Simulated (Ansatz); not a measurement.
# Cu (Cmcm) in Ansatz: a series of runs

Aim: see how the results for Cu move with the level of theory and the settings. Levels: PBE, PBE+D3(BJ), PBE+D4. Tasks: single point, relaxation of cell and atoms.

Everything below comes from runs of Ansatz 0.2.0. Logs are shortened: lines on timing, memory, paths and dates and some standing lists are left out, and cuts for length are marked.

### 1 The structure

The structure is orthorhombic, space group Cmcm (No. 63). The conventional cell has a = 2.437 Å, b = 7.953 Å, c = 2.475 Å, α = 90.00°, β = 90.00°, γ = 90.00°. Cu (site symmetry m2m) is surrounded by 10 Cu at 2.44 to 2.54 Å.

This isn't the form of Cu at room conditions, which is fcc.

### 2 Single point, PBE (strain = 0.0)

Input file input.yaml:

```yaml
crystal:
  lattice:
    - [1.21846369, -3.9763780104, 0.0]
    - [1.21846369, 3.9763780104, 0.0]
    - [0.0, 0.0, 2.4754955235]
  atoms:
    - { symbol: Cu, position: [0.86613335, 0.13386665, 0.75] }
    - { symbol: Cu, position: [0.13386665, 0.86613335, 0.25] }
kpoints:
  mp_grid: { grid: [11, 11, 11] }
scf:
  occupations: { method: fermi_dirac, width: 0.05 }
hamiltonian:
  xc: pbe
  pseudopotentials: { kind: all_electron, lapw: { basis_error: 0.001 } }
output:
  forces: true
  stress: true
  eigenvalues: true
```

Potentials or basis: all-electron LAPW, scalar-relativistic.

On the command line:

```
$ ansatz run input.yaml --threads 1 --pin off --max-ram 3072MiB --backend cpu --events-out ev --progress --plain --runs-dir out
```

What it wrote:

```text
Warning: RAYON_NUM_THREADS=1 ignored (pool sized by the plan → 1); use --threads N
LAPW: plane waves up to 9.298 Å⁻¹, error target 1.0e-3 eV per atom; small_component_spin mean_spin; Cu in spheres of 1.218 Å, 19 of its electrons in bands, Dirac shells [] (how accurate: hamiltonian.pseudopotentials.lapw.basis_error, Limitations)
Engine: ansatz 0.2.0, aarch64-unknown-linux-gnu
Pseudopotentials: kind: all_electron
Pseudopotential: Cu, LAPW, valence charge 19, lapw/all_electron/scalar/gaussian/Cu, Koelling and Harmon's equation, gaussian nucleus
Functional definition: PBE
  parameter kappa = 0.804
  parameter beta = 0.06672455060314922
  exchange = pbe_x(kappa = kappa, mu = beta*pi^2/3)
  correlation = pbe_c(beta = beta)
Crystal: 2 atoms, lattice volume = 23.988 Å³
Basis set: ecut = 329.4105747828646 eV, 323 PW (Γ), FFT grids on a1+a2, a2, a3, exchange–correlation at level 2
Bands: 23, of which v1, the nominal top of the filled ones, is band 19 counted from 1 (18 counted from 0)
Symmetry: 8 space group operations
Space group: Cmcm (ITA 63), of the structure as read, at distance tolerance 2.9e-5 Å
k-points: 216 of 1331
Non-local potential: Cu, projectors of the file, none
Initial density: superposition of atomic densities (chi_scale 0.1, normalization cell)
Initial wavefunctions: plane waves of lowest kinetic energy (no species holds an atomic orbital)
Functional: x = pbe(κ = 0.804, μ = 0.2195149727645171), c = pbe(β = 0.06672455060314922)
iter 1 solved again at ethr=1.07e-3 eV; its pass at ethr=1.00e-1 eV (dr2=4.07e-1 eV) is discarded
SCF iter   1: F=—  HF=-90069.966566 eV  |F-HF|=—  |Δ(HF+E_count)|=         —  Δρ=5.44e-2  dr2=4.09e-1  ethr=1.07e-3  ⟨swp⟩=2.0  Hψ=34585  notcnv=0
preconditioner: auto → none  [metal: Δε(μ)=0.010 eV  Ē_g=9.588 eV  σ=0.050 eV  W_gap=0.05  n_scr=8 (ndim 8)  ℏωp=35.6 eV  f_vac=0.000  D(μ)=0.90/eV (n_scr^D=4)  sad-step TF]
SCF iter   2: F=—  HF=-90071.256074 eV  |F-HF|=—  |Δ(HF+E_count)|=    1.29e0  Δρ=2.54e-2  dr2=9.29e-2  ethr=1.07e-3  ⟨swp⟩=3.0  Hψ=17971  notcnv=0
iter 3 solved again at ethr=1.20e-5 eV; its pass at ethr=2.44e-4 eV (dr2=4.56e-3 eV) is discarded
SCF iter   3: F=—  HF=-90068.417305 eV  |F-HF|=—  |Δ(HF+E_count)|=    2.84e0  Δρ=3.85e-3  dr2=4.56e-3  ethr=1.20e-5  ⟨swp⟩=2.0  Hψ=27564  notcnv=0
SCF iter   4: F=—  HF=-90068.294602 eV  |F-HF|=—  |Δ(HF+E_count)|=   1.23e-1  Δρ=5.71e-3  dr2=4.74e-3  ethr=1.20e-5  ⟨swp⟩=3.0  Hψ=17326  notcnv=0
SCF iter   5: F=—  HF=-90068.283602 eV  |F-HF|=—  |Δ(HF+E_count)|=   1.10e-2  Δρ=9.69e-4  dr2=4.92e-4  ethr=1.20e-5  ⟨swp⟩=2.0  Hψ=14095  notcnv=0
SCF iter   6: F=—  HF=-90068.283402 eV  |F-HF|=—  |Δ(HF+E_count)|=   2.00e-4  Δρ=1.61e-4  dr2=4.11e-6  ethr=1.29e-6  ⟨swp⟩=2.0  Hψ=14099  notcnv=0
SCF iter   7: F=—  HF=-90068.283405 eV  |F-HF|=—  |Δ(HF+E_count)|=   3.54e-6  Δρ=3.55e-5  dr2=2.48e-7  ethr=1.08e-8  ⟨swp⟩=3.0  Hψ=14767  notcnv=0
SCF iter   8: F=—  HF=-90068.283404 eV  |F-HF|=—  |Δ(HF+E_count)|=   1.35e-6  Δρ=6.16e-6  dr2=9.08e-9  ethr=6.53e-10  ⟨swp⟩=2.9  Hψ=14553  notcnv=0
SCF iter   9: F=-90068.283404 eV  HF=-90068.283404 eV  |F-HF|=2.04e-10  |Δ(HF+E_count)|=   2.69e-8  Δρ=3.59e-7  dr2=2.33e-11  ethr=2.39e-11  ⟨swp⟩=2.4  Hψ=14216  notcnv=0
SCF 1 converged in 9 iterations: F = -90068.283404 eV  dr2 = 2.33e-11
SCF converged after 9 iterations
Free energy (F): -90068.283404 eV
Harris-Foulkes:  -90068.283404 eV  (|F-HF|=2.04e-10)
Internal energy: -90068.279201 eV  (E = F + TS)
E sigma→0 (E₀):  -90068.281302 eV
Entropy (-TS):   -0.004204 eV (-2.102 meV/atom)
Fermi energy:    16.301306 eV
--- Per-component energies (eV) ---
  E_band       = -737.533313
  E_kinetic    = 91619.045486
  E_xc         = -3681.546247
  E_electrostatic = -178005.778440  (all electrons and nuclei)
  E_smearing   = -0.004204  (= −TS)
  E_closure    = 0.000000  (closes the sum)
  E_atoms      = -90061.064913  (free atoms, spherical and without spin; not in F)
  Σ components = -90068.283404   (vs F -90068.283404, Δ=0.00e0)
  Basis errors (estimates in eV, not in F): energy 2.6e-4 per atom: plane waves 2.4e-4 (1.3e-4 summed), levels above the bands 2.0e-83, relativity 2.8e-8, radial functions 2.0e-5, core shells 1.1e-10; eigenvalues (radial functions only) 3.6e-7; not estimated: angular momenta, meshes, grids; target (lapw.basis_error) 1.0e-3; muffin-tin radii Cu 1.218 Å
--- Forces (eV/Å), atoms counted from 1 ---
  atom   1  Cu     0.00000000    -0.04809185    -0.00000000
  atom   2  Cu     0.00000000     0.04809185     0.00000000
  max |Σ_I F_I| component: 0.00e0 eV/Å
--- Stress (GPa, compression-positive) ---
        6.583875       0.000000       0.000000
        0.000000       6.065596       0.000000
        0.000000       0.000000       7.124598
  P = ⅓ Tr σ = 6.5914 GPa (65.914 kbar)
--- Band table (eV; the first three rows and the last of 216) ---
  k-point 0: bands = ["-96.3012", "-96.2828", "-53.7406", "-53.6509", "-53.6172", "-53.6138", "-53.6047", "-53.5912", "6.9847", "11.3134", "12.0885", "12.5736", "13.2861", "13.5499", "13.9780", "14.2891", "14.4846", "14.6250", "14.8802", "16.1848", "21.0775", "31.0046", "34.6549"]
  k-point 1: bands = ["-96.3003", "-96.2826", "-53.7375", "-53.6567", "-53.6211", "-53.6191", "-53.6039", "-53.5910", "7.1992", "11.4391", "12.1150", "12.5990", "13.2361", "13.5941", "13.9589", "14.2053", "14.4051", "14.5239", "14.6043", "16.8963", "21.1482", "28.8339", "34.9205"]
  k-point 2: bands = ["-96.2976", "-96.2821", "-53.7287", "-53.6720", "-53.6408", "-53.6248", "-53.6018", "-53.5904", "7.8287", "11.7668", "12.1848", "12.6323", "13.1120", "13.5951", "13.8936", "13.9663", "14.0358", "14.5668", "14.5753", "18.2079", "21.3809", "25.4895", "34.4274"]
  k-point 215: bands = ["-96.2850", "-96.2845", "-53.7409", "-53.7396", "-53.6450", "-53.6430", "-53.5936", "-53.5898", "11.1685", "11.2728", "12.6151", "12.7569", "13.8356", "13.8535", "14.2654", "14.4068", "14.4203", "14.7704", "14.9053", "15.6057", "20.0798", "20.5393", "33.3078"]
```

Run time: 51 s. Hardware: 1 thread of Arm Neoverse V1, shared host; peak memory 0.6 GiB.

What came out:

```yaml
Free_energy: -90068.2834 eV
Pressure: 6.6 GPa
Largest_force: 0.048 eV/Å
Band_gap_on_the_k_mesh: none (metal or under the smearing width)
```

Forces in eV/Å, atoms in the order of the input:
```
Cu   0.000 -0.048  0.000
Cu   0.000  0.048  0.000
```

Stress tensor (GPa, compression positive):
```
6.58 0.00 0.00
0.00 6.07 0.00
0.00 0.00 7.12
```

### 3 Relaxation of cell and atoms, PBE

Edit input.yaml of step 2 so:

```diff
@@ -18,2 +18,5 @@
   stress: true
-  eigenvalues: true
+relax:
+  f_tol: 0.02
+  max_steps: 60
+  cell: {}
```

Potentials or basis: all-electron LAPW, scalar-relativistic.

On the command line:

```
$ ansatz run input.yaml --threads 1 --pin off --max-ram 3072MiB --backend cpu --events-out ev --progress --plain --runs-dir out
```

What it wrote:

```text
Warning: RAYON_NUM_THREADS=1 ignored (pool sized by the plan → 1); use --threads N
The last accepted step is kept in <dir> (removed where the run ends without a failure and the disk answers)
LAPW: plane waves up to 9.633 Å⁻¹, error target 1.0e-3 eV per atom; small_component_spin mean_spin; Cu in spheres of 1.182 Å, 19 of its electrons in bands, Dirac shells [] (how accurate: hamiltonian.pseudopotentials.lapw.basis_error, Limitations)
[... 8 set-up lines as earlier in the session ...]
Crystal: 2 atoms, lattice volume = 23.988 Å³
Basis set: ecut = 353.58127195691907 eV, 369 PW (Γ), FFT grids on a1+a2, a2, a3, exchange–correlation at level 2
Bands: 23, of which v1, the nominal top of the filled ones, is band 19 counted from 1 (18 counted from 0)
[... 2 set-up lines as earlier in the session ...]
k-points: 216 of 1331
[... 4 set-up lines as earlier in the session ...]
iter 1 solved again at ethr=1.47e-3 eV; its pass at ethr=1.00e-1 eV (dr2=5.57e-1 eV) is discarded
SCF iter   1: F=—  HF=-90069.966454 eV  |F-HF|=—  |Δ(HF+E_count)|=         —  Δρ=6.25e-2  dr2=5.58e-1  ethr=1.47e-3  ⟨swp⟩=2.0  Hψ=34575  notcnv=0
[... 55 lines left out ...]
SCF converged after 2 iterations
Free energy (F): -90068.305899 eV
Harris-Foulkes:  -90068.305899 eV  (|F-HF|=5.04e-8)
Internal energy: -90068.301365 eV  (E = F + TS)
E sigma→0 (E₀):  -90068.303632 eV
Entropy (-TS):   -0.004535 eV (-2.267 meV/atom)
Fermi energy:    15.348775 eV
--- Per-component energies (eV) ---
  E_band       = -769.199352
  E_kinetic    = 91616.170423
  E_xc         = -3680.927968
  E_electrostatic = -178003.543820  (all electrons and nuclei)
  E_smearing   = -0.004535  (= −TS)
  E_closure    = 0.000000  (closes the sum)
  E_atoms      = -90061.064913  (free atoms, spherical and without spin; not in F)
  Σ components = -90068.305899   (vs F -90068.305899, Δ=0.00e0)
  Basis errors (estimates in eV, not in F): energy 2.7e-4 per atom: plane waves 2.5e-4 (1.4e-4 summed), levels above the bands 1.5e-65, relativity 2.4e-8, radial functions 1.7e-5, core shells 1.6e-10; eigenvalues (radial functions only) 1.5e-7; not estimated: angular momenta, meshes, grids; target (lapw.basis_error) 1.0e-3; muffin-tin radii Cu 1.200 Å
--- Forces (eV/Å), atoms counted from 1 ---
  atom   1  Cu     0.00000000     0.00002015     0.00000000
  atom   2  Cu    -0.00000000    -0.00002015    -0.00000000
  max |Σ_I F_I| component: 3.39e-21 eV/Å
--- Stress (GPa, compression-positive) ---
       -0.012804      -0.000000       0.000000
       -0.000000      -0.006802       0.000000
        0.000000       0.000000      -0.006025
  P = ⅓ Tr σ = -0.0085 GPa (-0.085 kbar)
--- Relaxed structure (4 steps of the walk, 4 accepted, 1 SCFs on fresh bases) ---
  F+E_penalty+E_count = -90068.30589913 eV   max|allowed force component| = 2.015e-5 eV/Å   (the final SCF, on the basis selected at the relaxed cell)
  cell:  # Å, volume = 25.1288 Å³
    - [1.2404866528735814, -4.01651394993126, -6.351567257504491e-18]
    - [1.2404866528735814, 4.01651394993126, 6.3515672575044896e-18]
    - [-9.918737937056355e-34, 3.9541704214333156e-18, 2.5217408820292797]
  atoms:
    - { symbol: Cu, position: [0.8659085002816383, 0.13409149971836165, 0.75] }
    - { symbol: Cu, position: [0.13409149971836165, 0.8659085002816383, 0.24999999999999997] }
```

It took 2.5 min on 1 thread of Arm Neoverse V1, shared host; peak memory 0.64 GiB.

What came out:

- Free energy: -90068.3059 eV
- Relaxed volume: 12.56 Å³/atom
- Relaxed cell: a = 4.204 Å, b = 4.204 Å, c = 2.522 Å, α = 90.00°, β = 90.00°, γ = 145.67°
- Space group after relaxing (to 0.05 Å): Cmcm (No. 63)
- Energy gained by relaxing: 11.3 meV/atom
- Ionic steps: 5
- Pressure after relaxing: 0.0 GPa

The path:
```
step  energy change (eV)  largest force (eV/Å)  volume (Å³)
   1              0.0000                0.0481        23.99
   2             -0.0162                0.0203        24.51
   3             -0.0225                0.0028        25.07
   4             -0.0226                0.0002        25.13
   5             -0.0226                0.0000        25.13
```

Final structure:
```
Cu
1.0
     1.24049   -4.01651    0.00000
     1.24049    4.01651    0.00000
     0.00000    0.00000    2.52174
Cu
2
Direct
  0.86591 0.13409 0.75000
  0.13409 0.86591 0.25000
```

### 4 Relaxation of cell and atoms, PBE+D3(BJ)

Edit input.yaml of step 3 so:

```diff
@@ -14,2 +14,3 @@
   xc: pbe
+  dispersion: d3bj
   pseudopotentials: { kind: all_electron, lapw: { basis_error: 0.001 } }
```

Potentials or basis: all-electron LAPW, scalar-relativistic.

On the command line:

```
$ ansatz run input.yaml --threads 1 --pin off --max-ram 3072MiB --backend cpu --events-out ev --progress --plain --runs-dir out
```

What it wrote:

```text
Warning: RAYON_NUM_THREADS=1 ignored (pool sized by the plan → 1); use --threads N
[... 1 set-up line as earlier in the session ...]
LAPW: plane waves up to 9.633 Å⁻¹, error target 1.0e-3 eV per atom; small_component_spin mean_spin; Cu in spheres of 1.182 Å, 19 of its electrons in bands, Dirac shells [] (how accurate: hamiltonian.pseudopotentials.lapw.basis_error, Limitations)
[... 8 set-up lines as earlier in the session ...]
Crystal: 2 atoms, lattice volume = 23.988 Å³
Basis set: ecut = 353.58127195691907 eV, 369 PW (Γ), FFT grids on a1+a2, a2, a3, exchange–correlation at level 2
Bands: 23, of which v1, the nominal top of the filled ones, is band 19 counted from 1 (18 counted from 0)
[... 2 set-up lines as earlier in the session ...]
[... 73 lines left out ...]
  E_electrostatic = -178006.283051  (all electrons and nuclei)
  E_disp       = -1.159237  (pairwise vdW)
  E_smearing   = -0.004056  (= −TS)
  E_closure    = 0.000000  (closes the sum)
  E_atoms      = -90061.064913  (free atoms, spherical and without spin; not in F)
  Σ components = -90069.432868   (vs F -90069.432868, Δ=0.00e0)
  Basis errors (estimates in eV, not in F): energy 2.9e-4 per atom: plane waves 2.7e-4 (1.4e-4 summed), levels above the bands 4.0e-69, relativity 2.4e-8, radial functions 1.8e-5, core shells 2.7e-10; eigenvalues (radial functions only) 1.6e-7; not estimated: angular momenta, meshes, grids; target (lapw.basis_error) 1.0e-3; muffin-tin radii Cu 1.178 Å
--- Forces (eV/Å), atoms counted from 1 ---
  atom   1  Cu     0.00000000    -0.00000628     0.00000000
  atom   2  Cu     0.00000000     0.00000628     0.00000000
  max |Σ_I F_I| component: 0.00e0 eV/Å
--- Stress (GPa, compression-positive) ---
        0.000595       0.000000       0.000000
        0.000000       0.000790       0.000000
        0.000000       0.000000       0.003595
  P = ⅓ Tr σ = 0.0017 GPa (0.017 kbar)
--- Relaxed structure (4 steps of the walk, 4 accepted, 1 SCFs on fresh bases) ---
  F+E_penalty+E_count = -90069.43286825 eV   max|allowed force component| = 6.279e-6 eV/Å   (the final SCF, on the basis selected at the relaxed cell)
  cell:  # Å, volume = 23.7670 Å³
    - [1.214781526706666, -3.95138268235568, 1.369870096754664e-18]
    - [1.214781526706666, 3.95138268235568, -1.3698700967546682e-18]
    - [-4.298119772724421e-33, -8.528131086691026e-19, 2.475693458537438]
  atoms:
    - { symbol: Cu, position: [0.8665202169671062, 0.13347978303289382, 0.75] }
    - { symbol: Cu, position: [0.13347978303289382, 0.8665202169671062, 0.24999999999999997] }
```

Wall time 2.3 min (1 thread of Arm Neoverse V1, shared host); peak memory 0.63 GiB.

Results:

- Free energy: -90069.4329 eV
- Relaxed volume: 11.88 Å³/atom
- Relaxed cell: a = 4.134 Å, b = 4.134 Å, c = 2.476 Å, α = 90.00°, β = 90.00°, γ = 145.82°
- Space group after relaxing (to 0.05 Å): Cmcm (No. 63)
- Energy gained by relaxing: 0.7 meV/atom
- Ionic steps: 5
- Pressure after relaxing: 0.0 GPa

Step by step:
```csv
step,energy change (eV),largest force (eV/Å),volume (Å³)
1,0.0000,0.0483,23.99
2,-0.0009,0.0306,23.88
3,-0.0013,0.0018,23.76
4,-0.0013,0.0007,23.77
5,-0.0013,0.0000,23.77
```

Final structure:
```
CELL_PARAMETERS angstrom
1.21478 -3.95138 0.00000
1.21478 3.95138 0.00000
0.00000 0.00000 2.47569
ATOMIC_POSITIONS crystal
Cu 0.86652 0.13348 0.75000
Cu 0.13348 0.86652 0.25000
```

### 5 Relaxation of cell and atoms, PBE+D4

Edit input.yaml of step 4 so:

```diff
@@ -14,3 +14,3 @@
   xc: pbe
-  dispersion: d3bj
+  dispersion: d4
   pseudopotentials: { kind: all_electron, lapw: { basis_error: 0.001 } }
```

On the command line:

```
$ ansatz run input.yaml --threads 1 --pin off --max-ram 3072MiB --backend cpu --events-out ev --progress --plain --runs-dir out
```

Run time: 2 min. Hardware: 1 thread of Arm Neoverse V1, shared host; peak memory 0.64 GiB.

Results (log left out):

```yaml
Free_energy: -90069.3903 eV
Relaxed_volume: 11.98 Å³/atom
Relaxed_cell: a = 4.144 Å, b = 4.144 Å, c = 2.482 Å, α = 90.00°, β = 90.00°, γ = 145.79°
Space_group_after_relaxing_to_0.05_Å: Cmcm (No. 63)
Energy_gained_by_relaxing: 0.2 meV/atom
Ionic_steps: 4
Pressure_after_relaxing: 0.0 GPa
```

The path:
```csv
step,energy change (eV),largest force (eV/Å),volume (Å³)
1,0.0000,0.0483,23.99
2,-0.0003,0.0291,23.97
3,-0.0004,0.0018,23.96
4,-0.0004,0.0018,23.96
```

Final structure:
```
Cu
1.0
     1.21864   -3.96026    0.00000
     1.21864    3.96026    0.00000
     0.00000    0.00000    2.48219
Cu
2
Direct
  0.86645 0.13355 0.75000
  0.13355 0.86645 0.25000
```

### 6 The runs side by side

| task | level | cell | cutoff (eV) | pressure (GPa) | relaxed volume (Å³/atom) |
| --- | --- | --- | --- | --- | --- |
| single point | PBE | strain = 0.0 | 329 | 6.6 | - |
| relaxation of cell and atoms | PBE | relaxed | - | 0.0 | 12.56 |
| relaxation of cell and atoms | PBE+D3(BJ) | relaxed | - | 0.0 | 11.88 |
| relaxation of cell and atoms | PBE+D4 | relaxed | - | 0.0 | 11.98 |

Alike in all rows: potentials or basis all-electron LAPW, scalar-relativistic; no spin polarisation; k mesh 11 × 11 × 11; smearing fermi-dirac 0.05 eV; basis error allowed 0.001 eV/atom.

Compare energies only between runs with the same functional and basis.
